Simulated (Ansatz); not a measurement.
Results of HSE06 (PAW; Ansatz, a first-principles code) for zinc-blende AlSb.

Settings: plane-wave cutoff 520 eV, 8×8×8 k mesh, scalar-relativistic PAW data made under PBE.

Computed at the level's own relaxed cell.

Predict the polycrystal shear modulus (Hill average), elastic constant C12, Voigt–Reuss–Hill bulk modulus, elastic constant C11 and elastic constant C44.


- polycrystal shear modulus (Hill average) = 32.8 GPa
- elastic constant C12 = 40.8 GPa
- Voigt–Reuss–Hill bulk modulus = 56.3 GPa
- elastic constant C11 = 87.2 GPa
- elastic constant C44 = 41.4 GPa

Measured, for comparison: elastic constant C12 43.4 GPa, elastic constant C11 87.7 GPa, elastic constant C44 40.8 GPa (temperature not stated, no zero-point or thermal correction; as tabulated in Oses et al. (2018), arXiv:1811.08464). Computed (rounded) less measured: elastic constant C12 -6 %, elastic constant C11 -0.6 %, elastic constant C44 +1 %. A static lattice is as a rule a little smaller and stiffer than an uncorrected measurement, which narrows the difference in the elastic constant C44 and would widen misses of the other sign.

Elastic constants are with the ions relaxed.

Spin–orbit coupling is not included.

Static lattice: no zero-point or thermal effects.

The result took about 2.4 core-hours (a rough figure).
